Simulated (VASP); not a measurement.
# W (Im-3m) in VASP: elastic constants with LDA

Aim: the elastic constants of W with LDA.

Everything below comes from runs of VASP 6.6.1. Logs are shortened: lines on timing, memory, paths and dates and some standing lists are left out, and cuts for length are marked.

### 1 The structure

The structure is cubic, space group Im-3m (No. 229). The conventional cell has a = 3.201 Å, b = 3.201 Å, c = 3.201 Å, α = 90.00°, β = 90.00°, γ = 90.00°. Around W (site symmetry m-3m) lie 8 W at 2.77 Å.

### 2 Elastic constants, LDA

Input file POSCAR:

```
W
1.0
   -1.6007500000      1.6007500000      1.6007500000
    1.6007500000     -1.6007500000      1.6007500000
    1.6007500000      1.6007500000     -1.6007500000
W
1
Direct
    0.0000000000      0.0000000000      0.0000000000
```

Input file INCAR.step1:

```
SYSTEM = W
  PREC = Accurate
  ENCUT = 350
  EDIFF = 1E-8
  ISMEAR = 0
  SIGMA = 0.1
  LREAL = .FALSE.
  LASPH = .TRUE.
  NELM = 60
  ALGO = Fast
  ISIF = 3
  LWAVE = .FALSE.
  LCHARG = .FALSE.
  IBRION = 2
  NSW = 40
  EDIFFG = -0.002
```

Input file INCAR.step2:

```
SYSTEM = W
  PREC = Accurate
  ENCUT = 350
  EDIFF = 1E-8
  ISMEAR = 0
  SIGMA = 0.1
  LREAL = .FALSE.
  LASPH = .TRUE.
  NELM = 60
  ALGO = Fast
  ISIF = 3
  LWAVE = .FALSE.
  LCHARG = .FALSE.
  IBRION = 6
  NFREE = 2
  POTIM = 0.015
  NSW = 1
```

Input file KPOINTS:

```
regular mesh
0
G
  18 18 18
  0 0 0
```

Potentials or basis: VASP PAW LDA potentials, release 64 (W_sv).

On the command line:

```sh
cat potpaw_LDA.64/W_sv/POTCAR > POTCAR
cp INCAR.step1 INCAR
mpirun -np 1 vasp_std > vasp.out
cp CONTCAR POSCAR
cp INCAR.step2 INCAR
mpirun -np 1 vasp_std > vasp.out
```

OUTCAR:

```text
SYSTEM = W
   PREC = Accurate
   ENCUT = 350
   EDIFF = 1E-8
   ISMEAR = 0
   LREAL = .FALSE.
   LASPH = .TRUE.
   NELM = 60
   ISIF = 3
   IBRION = 6
   NFREE = 2
   POTIM = 0.015
   NSW = 1

 ion  position               nearest neighbor table
   1  0.000  0.000  0.000-

  LATTYP: Found a body centered cubic cell.
 ALAT       =     3.1413129074

  Lattice vectors:

 A1 = (  -1.5706564537,   1.5706564537,   1.5706564537)
 A2 = (   1.5706564537,  -1.5706564537,   1.5706564537)
 A3 = (   1.5706564537,   1.5706564537,  -1.5706564537)

Analysis of symmetry for initial positions (statically):
=====================================================================
 Subroutine PRICEL returns:
 Original cell was already a primitive cell.

 Routine SETGRP: Setting up the symmetry group for a
 body centered cubic supercell.

 Subroutine GETGRP returns: Found 48 space group operations
 (whereof 48 operations were pure point group operations)
 out of a pool of 48 trial point group operations.

The static configuration has the point symmetry O_h .

Analysis of symmetry for dynamics (positions and initial velocities):
=====================================================================
 Subroutine PRICEL returns:
 Original cell was already a primitive cell.

 Routine SETGRP: Setting up the symmetry group for a
 body centered cubic supercell.

 Subroutine GETGRP returns: Found 48 space group operations
 (whereof 48 operations were pure point group operations)
 out of a pool of 48 trial point group operations.

The dynamic configuration has the point symmetry O_h .

 Subroutine INISYM returns: Found 48 space group operations
 (whereof 48 operations are pure point group operations),
 and found     1 'primitive' translations

----------------------------------------------------------------------------------------

                                     Primitive cell

  volume of cell :      15.4990

  direct lattice vectors                    reciprocal lattice vectors
    -1.570656454  1.570656454  1.570656454     0.000000000  0.318338233  0.318338233
     1.570656454 -1.570656454  1.570656454     0.318338233  0.000000000  0.318338233
     1.570656454  1.570656454 -1.570656454     0.318338233  0.318338233  0.000000000

  length of vectors
     2.720456779  2.720456779  2.720456779     0.450198246  0.450198246  0.450198246

  position of ions in fractional coordinates (direct lattice)
     0.000000000  0.000000000  0.000000000

  ion indices of the primitive-cell ions
   primitive index   ion index
                 1           1

----------------------------------------------------------------------------------------

 KPOINTS: regular mesh

Automatic generation of k-mesh.
 Grid dimensions read from file:
 generate k-points for:   18   18   18

 Generating k-lattice:

  Cartesian coordinates                     Fractional coordinates (reciprocal lattice)
     0.000000000  0.017685457  0.017685457     0.055555556  0.000000000  0.000000000
     0.017685457  0.000000000  0.017685457     0.000000000  0.055555556  0.000000000
     0.017685457  0.017685457  0.000000000     0.000000000  0.000000000  0.055555556

  Length of vectors
     0.025011014  0.025011014  0.025011014

  Shift w.r.t. Gamma in fractional coordinates (k-lattice)
     0.000000000  0.000000000  0.000000000

 Subroutine IBZKPT returns following result:
 ===========================================

 Found    195 irreducible k-points:

 Following reciprocal coordinates:
            Coordinates               Weight
  0.000000  0.000000  0.000000      1.000000
  0.055556  0.000000  0.000000     12.000000
  0.111111  0.000000  0.000000     12.000000
  0.166667  0.000000  0.000000     12.000000
  0.222222  0.000000  0.000000     12.000000
  0.277778  0.000000  0.000000     12.000000
[... 16 lines left out ...]
  0.333333  0.111111  0.000000     48.000000
  0.388889  0.111111 -0.000000     48.000000
 [... further k-points ...]
   k-points           NKPTS =    195   k-points in BZ     NKDIM =    195   number of bands    NBANDS=     11
   number of dos      NEDOS =    301   number of ions     NIONS =      1
   total plane-waves  NPLWV =   5832
   dimension x,y,z NGX =    18 NGY =   18 NGZ =   18
   dimension x,y,z NGXF=    36 NGYF=   36 NGZF=   36
   ions per type =               1
   NGX,Y,Z   is equivalent  to a cutoff of  11.00, 11.00, 11.00 a.u.
[... 35 lines left out ...]
   LORBIT       =      0    0 simple, 1 ext, 2 COOP (PROOUT), +10 PAW based schemes
   GGA     = CA    functional components
   LHFCALC =     F    Hartree Fock is set to
   AEXX    =    0.0000 exact exchange contribution
   IVDW    =     0    specifies the selected vdW correction
   LEPSILON=     F    determine dielectric tensor
   LRPA    =     F    only Hartree local field effects (RPA)
 finite differences with symmetry
 non-spin polarized calculation
 RMM-DIIS sequential band-by-band and
 Gauss-broadening in eV      SIGMA  =   0.10
  energy-cutoff  :      350.00
  volume of cell :       15.50
 maximum number of plane-waves:       241
 NGX is ok and might be reduce to    18
   NGX =  9   NGY =  9   NGZ =  9

--------------------------------------- Ionic step        1  -------------------------------------------

 number of electron      14.0000008 magnetization

 Free energy of the ion-electron system (eV)
  ---------------------------------------------------
  ext. energy  EPLUGINS =         0.00000000
  ---------------------------------------------------
  free energy    TOTEN  =       -14.10093041 eV

  energy without entropy =      -14.09722319  energy(sigma->0) =      -14.09907680

------------------------ aborting loop because EDIFF is reached ----------------------------------------

  FORCE on cell =-STRESS in cart. coord.  units (eV):
  Direction    XX          YY          ZZ          XY          YZ          ZX
  --------------------------------------------------------------------------------------
  -------------------------------------------------------------------------------------
  Total       -0.0118000     -0.0118000     -0.0118000      0.0000000      0.0000000     -0.0000000
  in kB       -1.2198002     -1.2198002     -1.2198002      0.0000000      0.0000000     -0.0000000
  external PRESSURE =      -1.2198002 kB  Pullay stress =       0.0000000 kB
[... 86 lines left out ...]
  FREE ENERGIE OF THE ION-ELECTRON SYSTEM (eV)
  ---------------------------------------------------
  free  energy   TOTEN  =       -14.0951346020 eV

  energy  without entropy=      -14.0916195534  energy(sigma->0) =      -14.09337708

[... ionic steps 4 to 12 ...]

--------------------------------------- Ionic step       13  -------------------------------------------

 number of electron      14.0000007 magnetization

------------------------ aborting loop because EDIFF is reached ----------------------------------------
[... 65 lines left out ...]
--------------------------------------- Ionic step       15  -------------------------------------------

 number of electron      14.0000005 magnetization

 Free energy of the ion-electron system (eV)
  ---------------------------------------------------
  ext. energy  EPLUGINS =         0.00000000
  ---------------------------------------------------
  free energy    TOTEN  =       -14.10092917 eV

  energy without entropy =      -14.09722204  energy(sigma->0) =      -14.09907561

 E-fermi :  11.6365     XC(G=0): -13.9567

 val. band max:       11.6137216692   @ k =  -0.4444   0.4444   0.2778
 cond. band min:      11.6378122955   @ k =  -0.2778   0.3333   0.2222
 fundamental gap:      0.0240906263
 Fermi energy:        11.6365079228

 k-point     1 :       0.0000    0.0000    0.0000
  band No.  band energies     occupation
      1     -62.0712      2.00000
      2     -25.8436      2.00000
      3     -25.8436      2.00000
      4     -25.8436      2.00000
      5       1.9822      2.00000
      6      10.3501      2.00000
      7      10.3501      2.00000
      8      10.3501      2.00000
      9      13.8901      0.00000
     10      13.8901      0.00000
     11      26.2757      0.00000
[... 309 lines left out ...]
 k-point    24 :       0.3889    0.1111   -0.0000
  band No.  band energies     occupation
      1     -61.9180      2.00000
      2     -27.1672      2.00000
      3     -26.3393      2.00000
      4     -25.9151      2.00000
      5       5.7055      2.00000
      6       8.1202      2.00000
      7      11.1880      2.00000
      8      13.6859      0.00000
      9      15.0587      0.00000
     10      18.2873      0.00000
     11      22.9094      0.00000

 [... further k-points ...]

------------------------ aborting loop because EDIFF is reached ----------------------------------------

  FORCE on cell =-STRESS in cart. coord.  units (eV):
  Direction    XX          YY          ZZ          XY          YZ          ZX
  --------------------------------------------------------------------------------------
  -------------------------------------------------------------------------------------
  Total       -0.0134799     -0.0134799     -0.0134799      0.0000000     -0.0000000      0.0000000
  in kB       -1.3934609     -1.3934609     -1.3934609      0.0000000     -0.0000000      0.0000000
  external PRESSURE =      -1.3934609 kB  Pullay stress =       0.0000000 kB
[... 16 lines left out ...]
  FREE ENERGIE OF THE ION-ELECTRON SYSTEM (eV)
  ---------------------------------------------------
  free  energy   TOTEN  =       -14.1009291716 eV

  energy  without entropy=      -14.0972220443  energy(sigma->0) =      -14.09907561

 INTERNAL STRAIN TENSORS FROM STRAINED CELLS
 ============================================

 INTERNAL STRAIN TENSOR FOR ION    1 for displacements in x,y,z  (eV/Angst):
          X           Y           Z          XY          YZ          ZX
  --------------------------------------------------------------------------------
  x    -0.00000    -0.00000    -0.00000    -0.00000    -0.00000     0.00000
  y     0.00000     0.00000     0.00000     0.00000    -0.00000     0.00000
  z    -0.00000     0.00000    -0.00000    -0.00000    -0.00000    -0.00000

 INTERNAL STRAIN TENSORS FROM DISPLACED ATOMS
 ============================================

 INTERNAL STRAIN TENSOR FOR ION    1 for displacements in x,y,z  (eV/Angst):
          X           Y           Z          XY          YZ          ZX
  --------------------------------------------------------------------------------
  x     0.00000     0.00000     0.00000     0.00000     0.00000     0.00000
  y     0.00000     0.00000     0.00000     0.00000     0.00000     0.00000
  z     0.00000     0.00000     0.00000     0.00000     0.00000     0.00000

 Eigenvectors and eigenvalues of the dynamical matrix
 ----------------------------------------------------

   1 f/i=    0.000000 THz     0.000000 2PiTHz    0.000000 cm-1     0.000000 meV
             X         Y         Z           dx          dy          dz
      0.000000  0.000000  0.000000     0.654931   -0.755689    0.000000

   2 f/i=    0.000000 THz     0.000000 2PiTHz    0.000000 cm-1     0.000000 meV
             X         Y         Z           dx          dy          dz
      0.000000  0.000000  0.000000    -0.755689   -0.654931    0.000000

   3 f/i=    0.000000 THz     0.000000 2PiTHz    0.000000 cm-1     0.000000 meV
             X         Y         Z           dx          dy          dz
      0.000000  0.000000  0.000000     0.000000    0.000000    1.000000

--------------------------------------------------------------------------------------------------------

 ELASTIC MODULI CONTR FROM IONIC RELAXATION (kBar)
 Direction    XX          YY          ZZ          XY          YZ          ZX
 --------------------------------------------------------------------------------
 XX           0.0000      0.0000      0.0000      0.0000      0.0000      0.0000
 YY           0.0000      0.0000      0.0000      0.0000      0.0000      0.0000
 ZZ           0.0000      0.0000      0.0000      0.0000      0.0000      0.0000
 XY           0.0000      0.0000      0.0000      0.0000      0.0000      0.0000
 YZ           0.0000      0.0000      0.0000      0.0000      0.0000      0.0000
 ZX           0.0000      0.0000      0.0000      0.0000      0.0000      0.0000
 --------------------------------------------------------------------------------

 TOTAL ELASTIC MODULI (kBar)
 Direction    XX          YY          ZZ          XY          YZ          ZX
 --------------------------------------------------------------------------------
 XX        5373.3463   2395.1170   2395.1170     -0.0000      0.0000      0.0000
 YY        2395.1170   5373.3463   2395.1170     -0.0000     -0.0000      0.0000
 ZZ        2395.1170   2395.1170   5373.3463      0.0000     -0.0000      0.0000
 XY          -0.0000     -0.0000      0.0000   1419.5341      0.0000      0.0000
 YZ           0.0000     -0.0000     -0.0000      0.0000   1419.5341      0.0000
 ZX           0.0000      0.0000      0.0000      0.0000      0.0000   1419.5341
 --------------------------------------------------------------------------------
```

It took 13 min on 1 thread of Intel Xeon Platinum 8488C (Sapphire Rapids), shared host; peak memory 0.4 GiB.

What came out:

```yaml
Relaxed_volume: 15.50 Å³/atom
Relaxed_cell: a = 2.720 Å, b = 2.720 Å, c = 2.720 Å, α = 109.47°, β = 109.47°, γ = 109.47°
Space_group_after_relaxing_to_0.05_Å: Im-3m (No. 229)
Elastic_constants_C11_C12_C44: 537, 240, 142 GPa
Voigt_bulk_modulus: 339 GPa
```

The path:
```csv
step,energy change (eV),largest force (eV/Å),pressure (GPa),volume (Å³)
1,0.0000,0.0000,-17.19,16.41
2,0.7717,0.0000,107.78,12.57
3,-0.0507,0.0000,-1.64,15.57
4,-0.0511,0.0000,-0.33,15.52
5,-0.0511,0.0000,0.03,15.50
6,-0.0511,0.0000,-0.08,15.50
7,-0.0511,0.0000,0.00,15.50
```

Final structure:
```cif
data_structure
_symmetry_space_group_name_H-M 'P 1'
_symmetry_Int_Tables_number 1
_cell_length_a 2.7205
_cell_length_b 2.7205
_cell_length_c 2.7205
_cell_angle_alpha 109.471
_cell_angle_beta 109.471
_cell_angle_gamma 109.471
_cell_volume 15.50
loop_
_atom_site_label
_atom_site_type_symbol
_atom_site_fract_x
_atom_site_fract_y
_atom_site_fract_z
_atom_site_occupancy
W1 W 0.00000 0.00000 0.00000 1
```

Elastic tensor in Voigt notation (GPa, in the Cartesian axes of the cell as first typed):
```
537 240 240   0   0   0
240 537 240   0   0   0
240 240 537   0   0   0
  0   0   0 142   0   0
  0   0   0   0 142   0
  0   0   0   0   0 142
```

Clamped-ion elastic tensor (GPa):
```
537 240 240   0   0   0
240 537 240   0   0   0
240 240 537   0   0   0
  0   0   0 142   0   0
  0   0   0   0 142   0
  0   0   0   0   0 142
```

Spin-orbit coupling is left out, which matters for the levels of W.
